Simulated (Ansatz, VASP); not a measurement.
**Two plane-wave programs on B**

File INCAR:

```
SYSTEM = B
ALGO = Normal ; EDIFF = 1E-6
ENCUT = 520 ; GGA = PE
ISIF = 2 ; ISMEAR = 0
LASPH = .True. ; LCHARG = .True.
LELF = .True. ; LREAL = .False.
LVHAR = .True. ; LWAVE = .False.
NBANDS = 14 ; NELM = 60
PREC = Accurate ; SIGMA = 0.1
```

Contents of KPOINTS:

```
k-points
0
Gamma
  21 21 6
  0 0 0
```

POSCAR

```
B
1.0
    2.4798131880      0.0000000000      0.0000000000
   -1.2399065940      2.1475812174      0.0000000000
    0.0000000000      0.0000000000      7.7169142683
B
4
Direct
    0.0000000000      0.0000000000      0.0000000000
    0.3333333300      0.6666666700      0.2500000000
    0.0000000000      0.0000000000      0.5000000000
    0.6666666700      0.3333333300      0.7500000000
```

Input for Ansatz:

```yaml
crystal:
  lattice:
    - [2.479813188, 0.0, 0.0]
    - [-1.239906594, 2.1475812174, 0.0]
    - [0.0, 0.0, 7.7169142683]
  atoms:
    - { symbol: B, position: [0.0, 0.0, 0.0] }
    - { symbol: B, position: [0.33333333, 0.66666667, 0.25] }
    - { symbol: B, position: [0.0, 0.0, 0.5] }
    - { symbol: B, position: [0.66666667, 0.33333333, 0.75] }
basis:
  ecutwfc: 420
kpoints:
  mp_grid: { grid: [21, 21, 6] }
hamiltonian:
  xc: pbe
scf:
  occupations: { method: gaussian, width: 0.1 }
output:
  forces: true
  stress: true
  eigenvalues: true
  populations: true
```

Alike in both runs: task single point; functional PBE; k mesh 21 × 21 × 6; occupations gaussian, width 0.1 eV; no spin polarisation.

```csv
,VASP,Ansatz
version,VASP 6.6.1,Ansatz 0.2.0
potentials or method,"VASP PAW PBE potentials, release 64 (B)","scalar-relativistic, plane waves, PAW"
plane-wave cutoff (eV),520,420
valence electrons in the cell,12,12
```

Ansatz gave:

| Property | Result |
| --- | --- |
| gap on the k mesh at the Fermi level (eV) | none |
| pressure (GPa) | -42.1 |
| largest component of the traceless stress (GPa) | 4.93 |

Question: What did VASP give for the same quantities?

Answer: gap on the k mesh at the Fermi level (eV): none; pressure (GPa): -42.2; largest component of the traceless stress (GPa): 4.94.

A gap of «none» marks a metal or a gap that the smearing closes.

Caveats: the cell as given lies far from equilibrium; so large a pressure means that the cell lies far from this level's equilibrium, or that cutoff or potentials fall short (VASP).
